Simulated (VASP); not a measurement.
**BP: from the relaxed cell to its vibrations**

What lattice, stiffness and vibrations does BP have at one level of theory? The starting structure is a measured crystal structure from the Crystallography Open Database. All runs use LDA.

Calculated with VASP 6.6.1; Kohn-Sham DFT with plane waves and PAW; LDA.

### 1. The structure

It takes space group F-43m (No. 216, cubic). The conventional cell has a = 4.538 Å, b = 4.538 Å, c = 4.538 Å, α = 90.00°, β = 90.00°, γ = 90.00°. Nearest to P lie 4 B at 1.97 Å. Nearest to B lie 4 P at 1.97 Å. Farther neighbours are not listed.

Structure file:

```
P B
1.0
     0.00000    2.26900    2.26900
     2.26900    0.00000    2.26900
     2.26900    2.26900    0.00000
P B
1 1
Direct
  0.75000 0.75000 0.75000
  0.00000 0.00000 0.00000
```

### 2. Relaxation

This run starts from the cell of an earlier relaxation, which isn't shown; the restart sets up the plane waves anew.

File INCAR:

```
SYSTEM = BP
PREC = Accurate
ENCUT = 500
EDIFF = 1E-07
NELM = 100
ISMEAR = 0
SIGMA = 0.03
LREAL = .FALSE.
ALGO = Normal
GGA = CA
NBANDS = 10
LORBIT = 11
LWAVE = .FALSE.
LCHARG = .FALSE.
KPAR = 4
IBRION = 2
NSW = 50
ISIF = 3
EDIFFG = -0.002
```

File POSCAR:

```
BP
1.0
    0.0000000000      2.2448408687      2.2448408687
    2.2448408687      0.0000000000      2.2448408687
    2.2448408687      2.2448408687      0.0000000000
P B
1 1
Direct
    0.7500000000      0.7500000000      0.7500000000
    0.0000000000      0.0000000000      0.0000000000
```

File KPOINTS:

```
Automatic mesh
0
Gamma
8 8 8
0 0 0
```

The projector-augmented-wave data sets are P and B (LDA family, release 64).

On the command line:

```
> mpirun -np 4 vasp_std
```

The log of the run:

```text
[banner, memory and clock lines left out]
running    4 mpi-ranks, on    1 nodes
 distrk:  each k-point on    1 cores,    4 groups
 distr:  one band on    1 cores,    1 groups

 POSCAR found type information on POSCAR P B
 POSCAR found :  2 types and       2 ions
 LDA part: xc-table for (Slater(with rela. corr.)+CA(PZ))
 , standard interpolation
 POSCAR, INCAR and KPOINTS ok, starting setup
 FFT: planning ... GRIDC
 FFT: planning ... GRID_SOFT
 FFT: planning ... GRID
 WAVECAR not read
 entering main loop
       N       E                     dE             d eps       ncg     rms          rms(c)
DAV:   1     0.690990367186E+01    0.69099E+01   -0.38667E+03   580   0.695E+02
DAV:   2    -0.147786825583E+02   -0.21689E+02   -0.20562E+02   804   0.110E+02
DAV:   3    -0.152972852690E+02   -0.51860E+00   -0.51699E+00   708   0.157E+01
DAV:   4    -0.152994462081E+02   -0.21609E-02   -0.21605E-02   740   0.111E+00
DAV:   5    -0.152994544252E+02   -0.82171E-05   -0.82168E-05   676   0.639E-02    0.769E+00
DAV:   6    -0.145333460629E+02    0.76611E+00   -0.17788E+00   644   0.626E+00    0.407E+00
DAV:   7    -0.144101480403E+02    0.12320E+00   -0.29455E-01   732   0.291E+00    0.131E+00
DAV:   8    -0.143970636694E+02    0.13084E-01   -0.35428E-02   690   0.105E+00    0.244E-01
DAV:   9    -0.143970929695E+02   -0.29300E-04   -0.74345E-04   654   0.206E-01    0.160E-01
DAV:  10    -0.143970898845E+02    0.30850E-05   -0.13824E-04   650   0.712E-02    0.337E-02
DAV:  11    -0.143970917927E+02   -0.19082E-05   -0.66461E-06   732   0.139E-02    0.374E-02
DAV:  12    -0.143970914669E+02    0.32581E-06   -0.18664E-06   672   0.627E-03    0.885E-03
DAV:  13    -0.143970914738E+02   -0.68965E-08   -0.70196E-08   342   0.171E-03
   1 F= -.14397091E+02 E0= -.14397091E+02  d E =-.143971E+02
 curvature:   0.00 expect dE= 0.000E+00 dE for cont linesearch  0.000E+00
 trial: gam= 0.00000 g(F)=  0.387E-48 g(S)=  0.297E-07 ort = 0.000E+00 (trialstep = 0.100E+01)
 search vector abs. value=  0.298E-07
 reached required accuracy - stopping structural energy minimisation
```

Elapsed: 2.2 s, on 4 MPI ranks of Intel Xeon Platinum 8259CL at 2.50GHz (Skylake/Cascade Lake), shared host; peak memory 0.46 GiB; 5.5 s of CPU time.

The logs omit lines about the potential files and the build; timing stands in the text.

OUTCAR, selected parts (step 2):

```text
ion  position               nearest neighbor table
   1  0.750  0.750  0.750-   2 1.94   2 1.94   2 1.94   2 1.94
   2  0.000  0.000  0.000-   1 1.94   1 1.94   1 1.94   1 1.94

  LATTYP: Found a face centered cubic cell.
 ALAT       =     4.4896817374

 Subroutine GETGRP returns: Found 24 space group operations
 (whereof 24 operations were pure point group operations)

The static configuration has the point symmetry T_d .

 Found     29 irreducible k-points:

   k-points           NKPTS =     29   k-points in BZ     NKDIM =     29   number of bands    NBANDS=     10

   dimension x,y,z NGX =    24 NGY =   24 NGZ =   24
   dimension x,y,z NGXF=    48 NGYF=   48 NGZF=   48

   ENCUT  =  500.0 eV  36.75 Ry    6.06 a.u.   5.79  5.79  5.79*2*pi/ulx,y,z

   NELECT =       8.0000    total number of electrons

 k-points in reciprocal lattice and weights: Automatic mesh
   0.00000000  0.00000000  0.00000000       0.002
   0.12500000  0.00000000  0.00000000       0.016
   0.25000000  0.00000000  0.00000000       0.016
   0.37500000  0.00000000  0.00000000       0.016
   0.50000000  0.00000000  0.00000000       0.008
   0.12500000  0.12500000  0.00000000       0.012
   0.25000000  0.12500000  0.00000000       0.047
   0.37500000  0.12500000  0.00000000       0.047
   0.50000000  0.12500000  0.00000000       0.047
[...]
-0.37500000  0.50000000  0.12500000       0.023
  -0.25000000  0.50000000  0.25000000       0.012

 average (electrostatic) potential at core
       1 -81.8930       2 -29.5399

 E-fermi :   7.9877

 k-point     1 :       0.0000    0.0000    0.0000
  band No.  band energies     occupation
      1      -7.8820      2.00000
      2       7.7944      2.00000
      3       7.7944      2.00000
      4       7.7944      2.00000
      5      11.2238      0.00000
      6      11.2238      0.00000
      7      11.2238      0.00000
      8      15.6573      0.00000
      9      19.2792      0.00000
    ...

 k-point     2 :       0.1250    0.0000    0.0000
  band No.  band energies     occupation
      1      -7.5938      2.00000
      2       5.9197      2.00000
      3       7.3564      2.00000
      4       7.3564      2.00000
      5      11.7939      0.00000
      6      11.8286      0.00000
      7      11.8286      0.00000
      8      16.3647      0.00000
      9      19.0945      0.00000
    ...

 k-point     3 :       0.2500    0.0000    0.0000
  band No.  band energies     occupation
      1      -6.7468      2.00000
      2       2.8758      2.00000
      3       6.6556      2.00000
      4       6.6556      2.00000
      5      11.9346      0.00000
      6      12.5963      0.00000
      7      12.5963      0.00000
      8      17.5741      0.00000
      9      18.8196      0.00000
    ...

  Total        0.0006403      0.0006403      0.0006403     -0.0000000      0.0000000     -0.0000000
  in kB        0.0453405      0.0453405      0.0453405     -0.0000000      0.0000000     -0.0000000
  external PRESSURE =       0.0453405 kB  Pullay stress =       0.0000000 kB

  energy-cutoff  :      500.00
  volume of cell :       22.62
      direct lattice vectors                 reciprocal lattice vectors
     0.000000000  2.244840869  2.244840869    -0.222732937  0.222732937  0.222732937
     2.244840869  0.000000000  2.244840869     0.222732937 -0.222732937  0.222732937
     2.244840869  2.244840869  0.000000000     0.222732937  0.222732937 -0.222732937

 POSITION                                       TOTAL-FORCE (eV/Angst)
 -----------------------------------------------------------------------------------
      3.36726      3.36726      3.36726         0.000000      0.000000      0.000000
      0.00000      0.00000      0.00000        -0.000000     -0.000000     -0.000000
 -----------------------------------------------------------------------------------
    total drift:                               -0.000000     -0.000000     -0.000000

  FREE ENERGIE OF THE ION-ELECTRON SYSTEM (eV)
  ---------------------------------------------------
  free  energy   TOTEN  =       -14.3970914738 eV

  energy  without entropy=      -14.3970914738  energy(sigma->0) =      -14.39709147

 reached required accuracy - stopping structural energy minimisation

 total charge
# of ion       s       p       d       tot
------------------------------------------
    1        0.994   1.603   0.000   2.597
    2        0.668   1.321   0.000   1.989
--------------------------------------------------
tot          1.662   2.924   0.000   4.586

[... 3 further parts left out ...]
```

CONTCAR:

```
BP
   1.00000000000000
     0.0000000000000000    2.2448408686999999    2.2448408686999999
     2.2448408686999999    0.0000000000000000    2.2448408686999999
     2.2448408686999999    2.2448408686999999    0.0000000000000000
  P               B
     1     1
Direct
     0.7500000000000000    0.7500000000000000    0.7500000000000000
     0.0000000000000000    0.0000000000000000    0.0000000000000000
```

The run keeps the 24 symmetry operations of its start, so it cannot find a distortion of lower symmetry.

The relaxed cell holds 11.312 Å³ an atom, with a = 4.490 Å (-1.1 % against the database cell). Pressures at 0.985 and 1.015 times this volume, from two more relaxations that aren't shown, give a bulk modulus of 175.6 GPa.

### 3. Elastic constants

File INCAR:

```
SYSTEM = BP
PREC = Accurate
ENCUT = 700
EDIFF = 1E-08
NELM = 100
ISMEAR = 0
SIGMA = 0.03
LREAL = .FALSE.
ALGO = Normal
GGA = CA
NBANDS = 10
LORBIT = 11
LWAVE = .FALSE.
LCHARG = .FALSE.
KPAR = 4
IBRION = 6
NFREE = 2
POTIM = 0.015
ISIF = 3
NSW = 1
```

POSCAR is that of step 2.

File KPOINTS:

```
Automatic mesh
0
Gamma
10 10 10
0 0 0
```

On the command line:

```
> mpirun -np 4 vasp_std
```

The log of the run:

```text
[... set-up lines as in an earlier step ...]
 entering main loop
       N       E                     dE             d eps       ncg     rms          rms(c)
DAV:   1     0.134748211652E+02    0.13475E+02   -0.48746E+03   940   0.910E+02
DAV:   2    -0.145627636860E+02   -0.28038E+02   -0.26669E+02  1330   0.129E+02
DAV:   3    -0.153003252122E+02   -0.73756E+00   -0.73534E+00  1124   0.194E+01
DAV:   4    -0.153035433313E+02   -0.32181E-02   -0.32177E-02  1224   0.141E+00
[...]
DAV:  11    -0.144017882194E+02   -0.18842E-05   -0.63565E-06  1172   0.139E-02    0.376E-02
DAV:  12    -0.144017878995E+02    0.31993E-06   -0.19121E-06  1088   0.632E-03    0.872E-03
DAV:  13    -0.144017879057E+02   -0.62327E-08   -0.76356E-08  1164   0.177E-03
   1 F= -.14401788E+02 E0= -.14401788E+02  d E =-.350690E-20
[... from here on, the cycles between the ionic steps are left out ...]
   2 F= -.14396177E+02 E0= -.14396177E+02  d E =-.186659E-19
   3 F= -.14396005E+02 E0= -.14396005E+02  d E =-.225033E-25
   4 F= -.14396177E+02 E0= -.14396177E+02  d E =-.186803E-19
   5 F= -.14396005E+02 E0= -.14396005E+02  d E =-.225034E-25
   6 F= -.14396177E+02 E0= -.14396177E+02  d E =-.186809E-19
   7 F= -.14396005E+02 E0= -.14396005E+02  d E =-.225018E-25
   8 F= -.14398319E+02 E0= -.14398319E+02  d E =-.224851E-17
   9 F= -.14398319E+02 E0= -.14398319E+02  d E =-.227232E-17
  10 F= -.14398319E+02 E0= -.14398319E+02  d E =-.226069E-17
  11 F= -.14398319E+02 E0= -.14398319E+02  d E =-.227324E-17
  12 F= -.14398319E+02 E0= -.14398319E+02  d E =-.226016E-17
  13 F= -.14398319E+02 E0= -.14398319E+02  d E =-.227283E-17
  14 F= -.14399560E+02 E0= -.14399560E+02  d E =-.713814E-21
  15 F= -.14399560E+02 E0= -.14399560E+02  d E =-.716530E-21
  16 F= -.14399561E+02 E0= -.14399561E+02  d E =-.706953E-21
  17 F= -.14399561E+02 E0= -.14399561E+02  d E =-.705289E-21
 Finite differences progress:
  Degree of freedom:   8/  8
  Displacement:        2/  2
  Total:              16/ 16
```

The job ended after 2.7 min (4 MPI ranks; peak memory 1.1 GiB).

From OUTCAR (step 3):

```text
  Total        0.0018138      0.0059962      0.0059962      0.0000000      0.1219327      0.0000000
  in kB        0.1284463      0.4246201      0.4246201      0.0000000      8.6346366      0.0000000
  external PRESSURE =       0.3258955 kB  Pullay stress =       0.0000000 kB

 POSITION                                       TOTAL-FORCE (eV/Angst)
 -----------------------------------------------------------------------------------
      3.36726      3.36726      3.36726        -0.296944      0.000000      0.000000
     -0.01500      0.00000      0.00000         0.296944      0.000000      0.000000
 -----------------------------------------------------------------------------------
    total drift:                                0.000031     -0.000000     -0.000000

  FREE ENERGIE OF THE ION-ELECTRON SYSTEM (eV)
  ---------------------------------------------------
  free  energy   TOTEN  =       -14.3995606919 eV

  energy  without entropy=      -14.3995606919  energy(sigma->0) =      -14.39956069

[... 3 further parts left out ...]
[key lines of the parts left out:]
E-fermi :   8.0943
```

The last energy, forces and stress in OUTCAR belong to the last displaced cell, not to that of POSCAR.

The elastic tensor has C11 = 358.5, C12 = 84.1, C44 = 194.8 GPa; its Hill averages are a bulk modulus of 175.6 and a shear modulus of 169.3 GPa.

### 4. Modes of the relaxed cell

File INCAR:

```
SYSTEM = BP
PREC = Accurate
ENCUT = 500
EDIFF = 1E-08
NELM = 100
ISMEAR = 0
SIGMA = 0.03
LREAL = .FALSE.
ALGO = Normal
GGA = CA
NBANDS = 10
LORBIT = 11
LWAVE = .FALSE.
LCHARG = .FALSE.
KPAR = 4
IBRION = 8
LEPSILON = .TRUE.
LPEAD = .TRUE.
ISIF = 2
```

POSCAR is that of step 3.

File KPOINTS:

```
Automatic mesh
0
Gamma
16 16 16
0 0 0
```

On the command line:

```
> mpirun -np 4 vasp_std
```

The log of the run:

```text
[... set-up lines as in an earlier step ...]
 entering main loop
       N       E                     dE             d eps       ncg     rms          rms(c)
DAV:   1     0.750590687765E+01    0.75059E+01   -0.39683E+03  2900   0.698E+02
DAV:   2    -0.147715861148E+02   -0.22277E+02   -0.21175E+02  4198   0.112E+02
DAV:   3    -0.152986902308E+02   -0.52710E+00   -0.52615E+00  3634   0.158E+01
DAV:   4    -0.153006406225E+02   -0.19504E-02   -0.19500E-02  3610   0.109E+00
[...]
DAV:  11    -0.143994029502E+02   -0.18728E-05   -0.57845E-06  3646   0.134E-02    0.372E-02
DAV:  12    -0.143994026331E+02    0.31714E-06   -0.18930E-06  3326   0.624E-03    0.861E-03
DAV:  13    -0.143994026407E+02   -0.76092E-08   -0.66383E-08  3504   0.170E-03
   1 F= -.14399403E+02 E0= -.14399403E+02  d E =-.214892E-21
 Linear response reoptimize wavefunctions to high precision
DAV:   1    -0.143994026376E+02    0.30846E-08   -0.12057E-08  3272   0.514E-04
DAV:   2    -0.143994026376E+02   -0.23192E-10   -0.23990E-10  1676   0.127E-04
 Linear response to external field (no local field effect), progress :
[...]
RMM:  11    -0.411933660926E-01   -0.42154E-08   -0.23609E-08 19333   0.492E-06    0.321E-07
 first order change of Fermi-energy  -0.15084E-03
 force on displaced ion       1 direction 1 : -19.789   0.000   0.000
 Born effective charge ion    1 direction 1 :   0.625   0.000   0.000
 Linear response progress:
  Degree of freedom:   2/  2
       N       E                     dE             d eps       ncg     rms          rms(c)
RMM:   1    -0.466266058621E-01   -0.46627E-01   -0.85421E-03 30663   0.115E+00
RMM:   2    -0.427730913571E-01    0.38535E-02   -0.88413E-04 19583   0.242E-01    0.154E-01
RMM:   3    -0.427387348716E-01    0.34356E-04   -0.16252E-04 20199   0.942E-02    0.805E-02
RMM:   4    -0.431522284848E-01   -0.41349E-03   -0.18023E-04 19798   0.887E-02    0.972E-03
[...]
RMM:   9    -0.431332165875E-01    0.26442E-07    0.47291E-08 22376   0.241E-05    0.348E-06
RMM:  10    -0.431332386106E-01   -0.22023E-07    0.95559E-08 22280   0.808E-06    0.144E-06
RMM:  11    -0.431332295169E-01    0.90936E-08    0.82569E-08 19739   0.499E-06    0.199E-07
 first order change of Fermi-energy   0.17198E-03
 force on displaced ion       2 direction 1 : -19.788   0.000   0.000
 Born effective charge ion    2 direction 1 :  -0.626   0.000   0.000
 Born effective charges drift removed
 Linear response finished
```

Run time: 2.3 min. Hardware: 4 MPI ranks; peak memory 2.1 GiB; 8.1 min of CPU time.

Parts of OUTCAR (step 4):

```text
  Total       -0.0022910     -0.0022910     -0.0022910      0.0000000      0.0000000      0.0000000
  in kB       -0.1622395     -0.1622395     -0.1622395      0.0000000      0.0000000      0.0000000
  external PRESSURE =      -0.1622395 kB  Pullay stress =       0.0000000 kB

 POSITION                                       TOTAL-FORCE (eV/Angst)
 -----------------------------------------------------------------------------------
      3.36726      3.36726      3.36726        -0.000000     -0.000000     -0.000000
      0.00000      0.00000      0.00000         0.000000      0.000000      0.000000
 -----------------------------------------------------------------------------------
    total drift:                               -0.000000     -0.000000     -0.000000

 MACROSCOPIC STATIC DIELECTRIC TENSOR (including local field effects in DFT)
 ------------------------------------------------------
           9.191278     0.000000     0.000000
           0.000000     9.191278    -0.000000
           0.000000     0.000000     9.191278
 ------------------------------------------------------

 MACROSCOPIC STATIC DIELECTRIC TENSOR IONIC CONTRIBUTION
 ------------------------------------------------------
           0.157565     0.000000     0.000000
           0.000000     0.157565    -0.000000
           0.000000    -0.000000     0.157565
 ------------------------------------------------------

[... 1 part as in an earlier step ...]

[... 1 further part left out ...]
```

The zone-centre modes at 11.312 Å³ an atom are T2 819.4 cm⁻¹.

(Continued in part 2 of 2.)

[Lines on the potential files, build, host, timing and source positions are cut from VASP's logs without a mark.]

[Logs are printed without paths, hosts, clocks, repeated set-up lines and the standing remarks that a program may print on its own settings, such as how far it seeks lower states.]

[Hosts, paths, dates, database ids (printed as entryN), source tags and the programs' standing remarks are cut or masked in the printed files.]
